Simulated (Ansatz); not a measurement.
# The graphene bilayer (AB) between two gates, part 2 of 3

Wanted: Fermi level and gate voltage of the graphene bilayer (AB) as it is charged.

Ansatz 0.2.0; plane-wave DFT, PBE-D3(BJ), Ansatz PAW (the session's first sound run).

So far. Step 2 (Relaxation): The lattice constant a goes from 2.467 to 2.465 Å.

**3. Gated layer, added electrons 0, start network**

The slab is cut off from its images along the normal. A charged sheet stands for each gate, the layer takes the opposite charge, and a barrier ahead of the sheet keeps electrons from leaking to it. The uncharged case sets the zero; a dense mesh is needed because few carriers fill a small part of the zone.

The cell differs from the one that the last finished run ended in (c 37.750 → 36.803 Å).

input.yaml reads:

```yaml
crystal:
  lattice:
    - [2.4653622414, 0.0, 0.0]
    - [-1.2326811207, 2.1350663306, 0.0]
    - [0.0, 0.0, 36.8027371225]
  atoms:
    - { symbol: C, position: [0.6666666667, 0.3333333333, 0.4537840015] }
    - { symbol: C, position: [0.3333333333, 0.6666666667, 0.4537705971] }
    - { symbol: C, position: [0.0, 0.0, 0.5462294029] }
    - { symbol: C, position: [0.6666666667, 0.3333333333, 0.5462159985] }
  periodic: [true, true, false]
  symmetry: { detect: true }
kpoints:
  mp_grid: { grid: [114, 114, 1] }
  band_path:
    path: [[0, 0, 0], [0.5, 0, 0], [0.33333333, 0.33333333, 0], [0, 0, 0]]
    npoints: 16
hamiltonian:
  xc: pbe
  dispersion: d3bj
scf:
  occupations: { method: fermi_dirac, width: 0.02585 }
  convergence: { dr2_threshold: 1.0e-10 }
output:
  forces: true
  eigenvalues: true
  dos: { projected: true, e_range: [-3, 3], de: 0.01 }
  write_potential: true
  write_density: true
  volumetric_format: npy
  elf: true
external_charges:
  - { charge: 0, barrier: 10, axis: 3, height: 23.603, sigma: 0.25 }
  - { charge: 0, barrier: 10, axis: 3, height: 13.2, sigma: 0.25 }
```

The run is started by

```sh
ansatz run input.yaml --threads 4 --pin off --max-ram 16384MiB --backend cpu --events-out ev --progress --plain --runs-dir out
```

Numbers of over 12 decimals in the logs are rounded to 6 here.

Output:

```text
[...]
Crystal: 4 atoms, lattice volume = 193.719 Å³
Basis set: ecut = 420 eV, 3657 PW (Γ), exchange–correlation on 36×36×500 points (8 copies of the dense FFT grid, shifted against one another)
Bands: 12, of which v1, the nominal top of the filled ones, is band 8 counted from 1 (7 counted from 0)
Symmetry: 6 space group operations
k-points: 1141 of 12996 (time reversal used)
[...]
SCF iter   1: F=—  HF=-1004.222172 eV  |F-HF|=—  |Δ(HF+E_count)|=         —  Δρ=1.51e-3  dr2=5.45e-3  ethr=1.77e-3  ⟨swp⟩=15.2  Hψ=165714  notcnv=0
[...]
SCF iter  10: F=-1004.221508 eV  HF=-1004.221508 eV  |F-HF|=1.30e-10  |Δ(HF+E_count)|=   4.31e-9  Δρ=1.16e-7  dr2=1.10e-11  ethr=1.00e-12  ⟨swp⟩=13.5  Hψ=116553  notcnv=0
SCF 1 converged in 10 iterations: F = -1004.221508 eV  dr2 = 1.10e-11
[...]
NSCF: frozen V_eff on 49 k-points
[...]
SCF converged after 10 iterations
Free energy (F): -1004.221508 eV
[...]
Internal energy: -1004.221460 eV  (E = F + TS)
E sigma→0 (E₀):  -1004.221484 eV
Entropy (-TS):   -0.000048 eV (-0.012 meV/atom)
Fermi energy:    -4.261526 eV
[...]
--- Forces (eV/Å), atoms and charges each counted from 1 ---
  atom   1  C      0.00000000     0.00000000    -0.00272109
  atom   2  C      0.00000000    -0.00000000     0.00187617
  atom   3  C      0.00000000     0.00000000    -0.00187509
  atom   4  C      0.00000000    -0.00000000     0.00272213
  external charge   1     0.00000000     0.00000000     0.00155186
  external charge   2     0.00000000     0.00000000    -0.00155331
  max |Σ_I F_I| component, the external charges' with the atoms': 6.74e-7 eV/Å
--- Band table (eV; the first three rows and the last of 1141) ---
  k-point 0: bands = [... 4 lower, -7.2999, -7.2999, -7.2923, -7.2923, -0.3018, 0.5274, 3.0992, 4.0695]
  k-point 1: bands = [... 4 lower, -7.3075, -7.3039, -7.2998, -7.2963, -0.2994, 0.5298, 3.1013, 4.0703]
  k-point 2: bands = [... 4 lower, -7.3303, -7.3224, -7.3161, -7.3082, -0.2923, 0.5370, 3.1075, 4.0737]
  k-point 1140: bands = [... 4 lower, -14.8241, -14.8241, -4.5685, -4.2661, -4.2661, -3.9476, 6.3285, 6.3285]
```

Run time: 3.6 min. Hardware: 4 threads of Arm Neoverse N1, shared host; peak memory 2.7 GiB; 14 min of CPU time.

Numbers from this step:

```yaml
potential_beyond_the_upper_barrier_and_gate_less_the_barrier_from_the_fermi_level: 4.261 eV
```

Running mean over a fixed 2.5 Å (it still follows the layers) of the planar mean; beyond a gate it holds the 10 eV model barrier. Electron's electrostatic potential energy less the Fermi level against z:

z (Å), electron's electrostatic potential energy less the Fermi level (eV) and a bar from the least value:
```
        4       14.3 ##############################
        5       14.3 ##############################
        6       14.3 ##############################
        7       14.3 ##############################
        8       14.3 ##############################
        9       14.3 ##############################
       10       14.3 ##############################
       11       14.3 ##############################
       12       13.7 #############################
       13       10.1 #########################
       14        6.0 ###################
       15        2.4 ###############
       16       -7.7 #
       17       -8.6 
       18       -2.2 #########
       19       -4.5 ######
       20       -8.8 
       21       -6.4 ###
       22        3.4 ################
       23        6.8 ####################
       24       10.8 ##########################
       25       14.1 ##############################
       26       14.3 ##############################
       27       14.3 ##############################
       28       14.3 ##############################
       29       14.3 ##############################
       30       14.3 ##############################
       31       14.3 ##############################
       32       14.3 ##############################
       33       14.3 ##############################
```

The density of states has structure finer than the step of the table below, so its rows give means over 0.2 eV, whole bins alone (the curve runs from -3 to 1.99 eV). Peaks (eV: height): -2.55: 1.13, -2.22: 1.22, 1.54: 1.47, 1.87: 1.26.

Density of states against energy, zero at the Fermi level; means over each step:

```csv
energy (eV),density of states (states/eV a cell)
-2.8,0.772
-2.6,0.936
-2.4,0.888
-2.2,0.965
-2.0,0.682
-1.8,0.537
-1.6,0.440
-1.4,0.363
-1.2,0.298
-1.0,0.241
-0.8,0.189
-0.6,0.140
-0.4,0.0922
-0.2,0.0444
0.0,0.0216
0.2,0.0371
0.4,0.0885
0.6,0.144
0.8,0.204
1.0,0.279
1.2,0.384
1.4,0.596
1.6,1.04
1.8,0.978
```

Projected DOS per atom over height of the atomic layer and energy from the Fermi level. Layers: C2 C2 from below.

Ten even steps from '0' (0.006 states/eV) to '9' (0.241 states/eV), each cell a mean:
```
99
99
66
33
22
11
11
00
00
00
00
11
11
22
33
44
55
66
99
99
88
77
```
Columns: height of the atomic layer (Å) from 16.7 to 20.1; rows upwards: energy from the Fermi level (eV) from -2.98 to 1.97.

Electronic bands along the path, in eV, zero at the Fermi level:

```csv
point,band 5,band 6,band 7,band 8,band 9,band 10,band 11,band 12
Γ,-3.04,-3.04,-3.03,-3.03,3.96,4.79,7.36,8.33
halfway,-6.31,-5.46,-5.06,-5.04,5.88,6.66,7.16,7.37
M,-6.44,-6.41,-2.54,-2.21,1.55,1.87,7.30,7.48
halfway,-8.26,-8.22,-1.94,-1.62,1.40,1.56,9.79,10.04
K,-10.56,-10.56,-0.31,0.00,0.00,0.31,10.59,10.59
halfway,-6.42,-6.41,-5.73,-4.91,6.26,6.48,6.53,7.36
Γ,-3.04,-3.04,-3.03,-3.03,3.96,4.79,7.36,8.33
```

The electronic bands as a text plot (rows in eV, shown from -8.0 to 7.3 only):

```
    7.0 |          ***                             *  *
    6.3 |        ** *                               ** **
    5.7 |      ***** *                             *  ******
    5.0 |****** *    ***                           *     *  *****
    4.4 |   ****      **                         **       *****
    3.8 |***            *                       *              **
    3.1 |                *                     *
    2.5 |                ***                   *
    1.9 |                 **********         **
    1.2 |                    **********     *
    0.6 |                              *****
    0.0 |                               **
   -0.7 |                             *** **
   -1.3 |                          ****     *
   -2.0 |                    ********        **
   -2.6 |                 ********           ***
   -3.2 |****           ****                   **            ****
   -3.9 |   ****      ** *                      ***       ***
   -4.5 |    ** ***  *  *                        ***     ***
   -5.1 |      *   *****                           *******
   -5.8 |       *********                           ******
   -6.4 |    *******     *******                    ********
   -7.0 |****   *              ***                 *  ****  *****
   -7.7 |  *****   *              *              ** **    *****
         Γ                   M           K                      Γ
```

ELF in the ca plane at fractional y = 0.333, with atoms of C within 0.2 Å of it. It is the smooth field of the valence electrons, not physical close to the nuclei.

Ten even steps from '0' (0.00) to '9' (0.78), each cell a mean:
```
00000000000000000258999740037999862000000000
00000000000000001368646850047745863100000000
00000000000000001368314750047513774100000000
00000000000000001368767850047867863100000000
00000000000000000258999740037999852000000000
00000000000000000136887620025788641000000000
00000000000000000135676520024676531000000000
00000000000000000136898630026898741000000000
```
Columns run along c (16.0 Å, from fractional 0.25 to 0.68 of the cell), rows up along a (2.5 Å). Atoms in or near the plane, at fractional coordinates: C at (0.45, 0.67), C at (0.55, 0.67).

Electrostatic potential energy in the ca plane at fractional y = 0.333, with atoms of C within 0.2 Å of it. With pseudopotentials it is smooth inside the atoms' cores, unlike the true potential.

Values in eV, 5 rows by 16 columns, each cell a mean:
```
 10  10  10  10   3   0  -2 -28 -13  -1 -14 -27  -1   0   4  10
 10  10  10  10   3   0  -2 -42 -22  -1 -24 -40  -2   0   4  10
 10  10  10  10   3   0  -2 -26 -12  -1 -14 -25  -1   0   4  10
 10  10  10  10   3   0  -1 -11  -6  -1  -6 -11  -1   0   4  10
 10  10  10  10   3   0  -1 -11  -6  -1  -6 -11  -1   0   4  10
```
Columns run along c (16.0 Å, from fractional 0.25 to 0.68 of the cell; values clipped at the 3rd and 97th percentile), rows up along a (2.5 Å). Atoms in or near the plane, at fractional coordinates: C at (0.45, 0.67), C at (0.55, 0.67).

Valence density in the ca plane at fractional y = 0.333, with atoms of C within 0.2 Å of it. It is the smooth field of the valence electrons, not physical close to the nuclei.

Values in e/Å³, 5 rows by 16 columns, each cell a mean:
```
0.0 0.0 0.0 0.0 0.0 0.0 0.1 1.2 0.6 0.1 0.7 1.2 0.1 0.0 0.0 0.0
0.0 0.0 0.0 0.0 0.0 0.0 0.1 1.4 0.8 0.1 0.8 1.4 0.1 0.0 0.0 0.0
0.0 0.0 0.0 0.0 0.0 0.0 0.1 1.2 0.6 0.1 0.7 1.1 0.1 0.0 0.0 0.0
0.0 0.0 0.0 0.0 0.0 0.0 0.1 0.7 0.4 0.0 0.4 0.7 0.1 0.0 0.0 0.0
0.0 0.0 0.0 0.0 0.0 0.0 0.1 0.7 0.4 0.0 0.4 0.7 0.1 0.0 0.0 0.0
```
Columns run along c (16.0 Å, from fractional 0.25 to 0.68 of the cell), rows up along a (2.5 Å). Atoms in or near the plane, at fractional coordinates: C at (0.45, 0.67), C at (0.55, 0.67).

There is no gap.

**4. Gated layer, added electrons 1×10¹³ per cm², start atoms**

input.yaml, the sections that differ from step 3:

```yaml
total_charge: -0.005264
kpoints:
  mp_grid: { grid: [114, 114, 1] }
output:
  forces: true
  eigenvalues: true
  write_potential: true
  write_density: true
  volumetric_format: npy
external_charges:
  - { charge: 0, barrier: 10, axis: 3, height: 23.603, sigma: 0.25 }
  - { charge: 0.002632, axis: 3, height: 25.103, sigma: 0.5 }
  - { charge: 0, barrier: 10, axis: 3, height: 13.2, sigma: 0.25 }
  - { charge: 0.002632, axis: 3, height: 11.7, sigma: 0.5 }
# crystal, hamiltonian, scf: as in step 3
```

Output:

```text
[...]
Crystal: 4 atoms, lattice volume = 193.719 Å³
Basis set: ecut = 420 eV, 3657 PW (Γ), exchange–correlation on 36×36×500 points (8 copies of the dense FFT grid, shifted against one another)
Bands: 13, of which v1, the nominal top of the filled ones, is band 8 counted from 1 (7 counted from 0)
Symmetry: 6 space group operations
k-points: 1141 of 12996 (time reversal used)
[...]
SCF iter   1: F=—  HF=-1006.388504 eV  |F-HF|=—  |Δ(HF+E_count)|=         —  Δρ=5.54e-2  dr2=5.32e0  ethr=3.10e-3  ⟨swp⟩=14.1  Hψ=182154  notcnv=0
[...]
SCF iter  11: F=-1004.242509 eV  HF=-1004.242509 eV  |F-HF|=1.06e-11  |Δ(HF+E_count)|=  9.74e-11  Δρ=8.70e-8  dr2=1.90e-11  ethr=1.00e-12  ⟨swp⟩=21.9  Hψ=159806  notcnv=0
SCF 1 converged in 11 iterations: F = -1004.242509 eV  dr2 = 1.90e-11
[...]
SCF converged after 11 iterations
Free energy (F): -1004.242509 eV
[...]
Internal energy: -1004.242431 eV  (E = F + TS)
E sigma→0 (E₀):  -1004.242470 eV
Entropy (-TS):   -0.000078 eV (-0.019 meV/atom)
Fermi energy:    -3.714090 eV
[...]
--- Forces (eV/Å), atoms and charges each counted from 1 ---
  atom   1  C      0.00000000     0.00000000    -0.00189107
  atom   2  C      0.00000000    -0.00000000     0.00194522
  atom   3  C      0.00000000     0.00000000    -0.00194077
  atom   4  C      0.00000000    -0.00000000     0.00189535
  external charge   1     0.00000000     0.00000000     0.00162142
  external charge   2     0.00000000     0.00000000    -0.00011893
  external charge   3     0.00000000     0.00000000    -0.00162291
  external charge   4     0.00000000     0.00000000     0.00011893
  max |Σ_I F_I| component, the external charges' with the atoms': 7.24e-6 eV/Å
--- Band table (eV; the first three rows and the last of 1141) ---
  k-point 0: bands = [... 4 lower, -6.9422, -6.9422, -6.9346, -6.9346, -0.0172, 0.7782, 3.4026, 4.4264, ... 1 higher]
  k-point 1: bands = [... 4 lower, -6.9499, -6.9463, -6.9422, -6.9386, -0.0148, 0.7806, 3.4047, 4.4272, ... 1 higher]
  k-point 2: bands = [... 4 lower, -6.9727, -6.9647, -6.9584, -6.9506, -0.0077, 0.7879, 3.4109, 4.4306, ... 1 higher]
  k-point 1140: bands = [... 4 lower, -14.4674, -14.4674, -4.2155, -3.9120, -3.9120, -3.5954, 6.6679, 6.6679, ... 1 higher]
```

Elapsed: 4.1 min, on 4 threads; peak memory 2.8 GiB.

Numbers from this step:

```yaml
potential_beyond_the_upper_barrier_and_gate_less_the_barrier_from_the_fermi_level: 3.714 eV
```

Against the uncharged case this takes +0.55 V.

**5. Gated layer, added electrons 3×10¹³ per cm², start atoms**

Edit input.yaml of step 4 so:

```diff
@@ -12,3 +12,3 @@
   symmetry: { detect: true }
-total_charge: -0.005264
+total_charge: -0.015792
 kpoints:
@@ -29,4 +29,4 @@
   - { charge: 0, barrier: 10, axis: 3, height: 23.603, sigma: 0.25 }
-  - { charge: 0.002632, axis: 3, height: 25.103, sigma: 0.5 }
+  - { charge: 0.007896, axis: 3, height: 25.103, sigma: 0.5 }
   - { charge: 0, barrier: 10, axis: 3, height: 13.2, sigma: 0.25 }
-  - { charge: 0.002632, axis: 3, height: 11.7, sigma: 0.5 }
+  - { charge: 0.007896, axis: 3, height: 11.7, sigma: 0.5 }
```

Output:

```text
[...]
Crystal: 4 atoms, lattice volume = 193.719 Å³
Basis set: ecut = 420 eV, 3657 PW (Γ), exchange–correlation on 36×36×500 points (8 copies of the dense FFT grid, shifted against one another)
Bands: 13, of which v1, the nominal top of the filled ones, is band 8 counted from 1 (7 counted from 0)
Symmetry: 6 space group operations
k-points: 1141 of 12996 (time reversal used)
[...]
--- Band table (eV; the first three rows and the last of 1141) ---
  k-point 0: bands = [... 4 lower, -6.2282, -6.2282, -6.2207, -6.2207, 0.5449, 1.2764, 4.0097, 5.1389, ... 1 higher]
  k-point 1: bands = [... 4 lower, -6.2359, -6.2323, -6.2282, -6.2247, 0.5473, 1.2788, 4.0118, 5.1397, ... 1 higher]
  k-point 2: bands = [... 4 lower, -6.2587, -6.2508, -6.2445, -6.2366, 0.5545, 1.2861, 4.0181, 5.1430, ... 1 higher]
  k-point 1140: bands = [... 4 lower, -13.7553, -13.7553, -3.5098, -3.2064, -3.2064, -2.8911, 7.3439, 7.3439, ... 1 higher]
[key lines of the parts left out:]
SCF converged after 11 iterations
Free energy (F): -1004.277284 eV
Fermi energy:    -2.820668 eV
```

Run time: 4 min. Hardware: 4 threads; peak memory 2.8 GiB; 16 min of CPU time.

Against the uncharged case this takes +1.44 V.

**6. Gated layer, added electrons 6×10¹³ per cm², start atoms**

Edit input.yaml of step 5 so:

```diff
@@ -12,3 +12,3 @@
   symmetry: { detect: true }
-total_charge: -0.015792
+total_charge: -0.031582
 kpoints:
@@ -29,4 +29,4 @@
   - { charge: 0, barrier: 10, axis: 3, height: 23.603, sigma: 0.25 }
-  - { charge: 0.007896, axis: 3, height: 25.103, sigma: 0.5 }
+  - { charge: 0.015791, axis: 3, height: 25.103, sigma: 0.5 }
   - { charge: 0, barrier: 10, axis: 3, height: 13.2, sigma: 0.25 }
-  - { charge: 0.007896, axis: 3, height: 11.7, sigma: 0.5 }
+  - { charge: 0.015791, axis: 3, height: 11.7, sigma: 0.5 }
```

Output:

```text
[...]
Crystal: 4 atoms, lattice volume = 193.719 Å³
Basis set: ecut = 420 eV, 3657 PW (Γ), exchange–correlation on 36×36×500 points (8 copies of the dense FFT grid, shifted against one another)
Bands: 13, of which v1, the nominal top of the filled ones, is band 8 counted from 1 (7 counted from 0)
Symmetry: 6 space group operations
k-points: 1141 of 12996 (time reversal used)
[...]
--- Band table (eV; the first three rows and the last of 1141) ---
  k-point 0: bands = [... 4 lower, -5.1611, -5.1611, -5.1536, -5.1536, 1.3706, 2.0147, 4.9203, 6.2037, ... 1 higher]
  k-point 1: bands = [... 4 lower, -5.1688, -5.1652, -5.1612, -5.1576, 1.3730, 2.0171, 4.9224, 6.2045, ... 1 higher]
  k-point 2: bands = [... 4 lower, -5.1917, -5.1837, -5.1774, -5.1695, 1.3802, 2.0244, 4.9287, 6.2078, ... 1 higher]
  k-point 1140: bands = [... 4 lower, -12.6909, -12.6909, -2.4546, -2.1524, -2.1524, -1.8379, 8.3503, 8.3503, ... 1 higher]
[key lines of the parts left out:]
SCF converged after 10 iterations
Free energy (F): -1004.314054 eV
Fermi energy:    -1.617403 eV
```

Run time: 3.6 min. Hardware: 4 threads; peak memory 2.8 GiB; 14 min of CPU time.

Against the uncharged case this takes +2.64 V.

**7. Gated layer, added electrons 10×10¹³ per cm², start atoms**

Edit input.yaml of step 6 so:

```diff
@@ -12,3 +12,3 @@
   symmetry: { detect: true }
-total_charge: -0.031582
+total_charge: -0.052638
 kpoints:
@@ -29,4 +29,4 @@
   - { charge: 0, barrier: 10, axis: 3, height: 23.603, sigma: 0.25 }
-  - { charge: 0.015791, axis: 3, height: 25.103, sigma: 0.5 }
+  - { charge: 0.026319, axis: 3, height: 25.103, sigma: 0.5 }
   - { charge: 0, barrier: 10, axis: 3, height: 13.2, sigma: 0.25 }
-  - { charge: 0.015791, axis: 3, height: 11.7, sigma: 0.5 }
+  - { charge: 0.026319, axis: 3, height: 11.7, sigma: 0.5 }
```

Output:

```text
[...]
Crystal: 4 atoms, lattice volume = 193.719 Å³
Basis set: ecut = 420 eV, 3657 PW (Γ), exchange–correlation on 36×36×500 points (8 copies of the dense FFT grid, shifted against one another)
Bands: 13, of which v1, the nominal top of the filled ones, is band 8 counted from 1 (7 counted from 0)
Symmetry: 6 space group operations
k-points: 1141 of 12996 (time reversal used)
[...]
--- Band table (eV; the first three rows and the last of 1141) ---
  k-point 0: bands = [... 4 lower, -3.7454, -3.7454, -3.7378, -3.7378, 2.4395, 2.9819, 6.1311, 7.6166, ... 1 higher]
  k-point 1: bands = [... 4 lower, -3.7531, -3.7495, -3.7454, -3.7418, 2.4419, 2.9843, 6.1332, 7.6174, ... 1 higher]
  k-point 2: bands = [... 4 lower, -3.7759, -3.7680, -3.7616, -3.7538, 2.4492, 2.9916, 6.1395, 7.6206, ... 1 higher]
  k-point 1140: bands = [... 4 lower, -11.2788, -11.2788, -1.0544, -0.7540, -0.7540, -0.4404, 9.6776, 9.6776, ... 1 higher]
[key lines of the parts left out:]
SCF converged after 10 iterations
Free energy (F): -1004.336056 eV
Fermi energy:    -0.073242 eV
```

It took 3.6 min on 4 threads; peak memory 2.8 GiB; 14 min of CPU time.

Against the uncharged case this takes +4.19 V.

**8. Gated layer, added electrons -1×10¹³ per cm², start atoms**

Edit input.yaml of step 7 so:

```diff
@@ -12,3 +12,3 @@
   symmetry: { detect: true }
-total_charge: -0.052638
+total_charge: 0.005264
 kpoints:
@@ -29,4 +29,4 @@
   - { charge: 0, barrier: 10, axis: 3, height: 23.603, sigma: 0.25 }
-  - { charge: 0.026319, axis: 3, height: 25.103, sigma: 0.5 }
+  - { charge: -0.002632, axis: 3, height: 25.103, sigma: 0.5 }
   - { charge: 0, barrier: 10, axis: 3, height: 13.2, sigma: 0.25 }
-  - { charge: 0.026319, axis: 3, height: 11.7, sigma: 0.5 }
+  - { charge: -0.002632, axis: 3, height: 11.7, sigma: 0.5 }
```

Output:

```text
[...]
Crystal: 4 atoms, lattice volume = 193.719 Å³
Basis set: ecut = 420 eV, 3657 PW (Γ), exchange–correlation on 36×36×500 points (8 copies of the dense FFT grid, shifted against one another)
Bands: 12, of which v1, the nominal top of the filled ones, is band 8 counted from 1 (7 counted from 0)
Symmetry: 6 space group operations
k-points: 1141 of 12996 (time reversal used)
[...]
--- Band table (eV; the first three rows and the last of 1141) ---
  k-point 0: bands = [... 4 lower, -7.6579, -7.6579, -7.6503, -7.6503, -0.5886, 0.2755, 2.7962, 3.7122]
  k-point 1: bands = [... 4 lower, -7.6655, -7.6619, -7.6578, -7.6543, -0.5862, 0.2779, 2.7982, 3.7131]
  k-point 2: bands = [... 4 lower, -7.6884, -7.6804, -7.6741, -7.6662, -0.5791, 0.2851, 2.8045, 3.7164]
  k-point 1140: bands = [... 4 lower, -15.1812, -15.1812, -4.9217, -4.6205, -4.6205, -4.3001, 5.9884, 5.9884]
[key lines of the parts left out:]
SCF converged after 11 iterations
Free energy (F): -1004.197704 eV
Fermi energy:    -4.788040 eV
```

Elapsed: 3.4 min, on 4 threads; peak memory 2.7 GiB; 13 min of CPU time.

Against the uncharged case this takes -0.53 V.

[end of part 2 of 3]

[Logs are printed without paths, hosts, clocks, repeated set-up lines and the standing remarks that a program may print on its own settings, such as how far it seeks lower states.]

[Hosts, paths, dates, database ids (printed as entryN), source tags and the programs' standing remarks are cut or masked in the printed files.]

[Maps of the electrostatic potential energy from Ansatz leave out the sawtooth potential of an applied field or a dipole correction, so their vacuum need not be flat; planar profiles and work functions include it.]

[The density of states shown here was stored with 400 of the rows of the run's finer table, so its peaks can read low, often by over a quarter, or be missed, and its means over a window can be off by a tenth or more.]
